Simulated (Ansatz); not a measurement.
**Mg₂Sn (antifluorite) by several functionals**

All numbers come from the PAW code Ansatz. Calculated for a static, non-magnetic cell.

Structure: antifluorite Mg₂Sn, at its r2SCAN minimum. Space group Fm-3m (No. 225), cubic; a = 6.760 Å in the conventional setting, 25.74 Å³ an atom. Sn is surrounded by 8 Mg at 2.93 Å; Mg is surrounded by 4 Sn at 2.93 Å.

Relaxed lattice by functional, symmetry kept:
```json
{"functional": "PBE", "k mesh": "6×6×6", "a (Å)": "6.815", "volume (Å³/atom)": "26.37"}
{"functional": "r2SCAN", "k mesh": "6×6×6", "a (Å)": "6.760", "volume (Å³/atom)": "25.74"}
```

Band edges at fixed r2SCAN geometry:

| level | k mesh | gap (eV) | kind | edges | least direct gap (eV) | rough cost |
| --- | --- | --- | --- | --- | --- | --- |
| PBE | 6×6×6 | none (overlap 0.15) | – | – | – | 7 core-seconds |
| PBE+SOC | 6×6×6 | none (overlap 0.31) | – | – | – | 22 core-seconds |
| r2SCAN | 6×6×6 | 0.19 | indirect | Γ → X | 2.01 | 10 core-seconds |
| HSE06 | 4×4×4 | 0.20 | indirect | Γ → X | 2.09 | 100 core-seconds |

All runs use a smearing of 0.02 eV.
Wave cutoffs: 420 eV, 500 eV (r2SCAN).
Costs come from shared machines and give only the order; PBE's includes the band path. The runs had 2 threads of Arm Neoverse N1 (shared host).

HSE06 gives an indirect gap of 0.20 eV, from Γ to X; the least direct gap is 2.09 eV at Γ. PBE+SOC gives no gap: the lowest nominally empty band dips 0.31 eV below the top of the last filled one (its bottom at X, the top at Γ), so the cell is a metal or semimetal at this level.

The levels disagree on the kind of gap: indirect with r2SCAN, HSE06; no gap with PBE, PBE+SOC.

Only the levels marked +SOC include spin-orbit coupling.

The meshes of the hybrids are coarse, so their gaps aren't converged to the digits shown.
